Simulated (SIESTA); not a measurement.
FeO (Wuestite):

```
Fe O
1.0
     0.00000    2.15540    2.15540
     2.15540    0.00000    2.15540
     2.15540    2.15540    0.00000
Fe O
1 1
Direct
  0.00000 0.00000 0.00000
  0.50000 0.50000 0.50000
```

Base run:

| Property | Result |
| --- | --- |
| Program | SIESTA 5.4.2 |
| Functional | vdW-DF |
| Potentials or basis | PseudoDojo 0.4 standard (PBE files) |
| Basis | DZP (energy shift 0.003 Ry; two zetas on semicore shells) |
| Grid cutoff | 800 Ry |
| Energy shift | 0.003 Ry |
| k mesh | 8 × 8 × 8 |
| Occupations | fermi-dirac, width 0.05 eV |
| Spin | collinear spin, ferromagnetic start |
| Starting moments | [3.0, 0.0] μB |

Its results: band gap on the k mesh none (metal or under the smearing width); pressure 8.0 GPa; net moment 4.00 μB per cell; site moments Fe +3.68; O +0.32 μB.

Problem. After a change of settings the same cell gave: band gap on the k mesh none (metal or under the smearing width); pressure 13.2 GPa; net moment 4.00 μB per cell; site moments Fe +3.68; O +0.32 μB. Which change was it?
A. functional from vdW-DF to vdW-DF-cx
B. functional from vdW-DF to vdW-DF-C09
C. functional from vdW-DF to vdW-DF2
D. functional from vdW-DF to optB88-vdW

Solution. C.

Caveats: short orbitals over semicore shells can move pressures by several GPa; the potentials were made for another functional, which shifts forces and pressure; the basis of atomic orbitals isn't converged, which shifts pressures, moduli and gaps; a cell with one magnetic atom can't hold antiferromagnetic order, which such compounds often take; semilocal functionals often make such compounds metallic where correlation or magnetic order opens a gap, which also shifts bond lengths.

Runs at the PBE level aren't shown here.
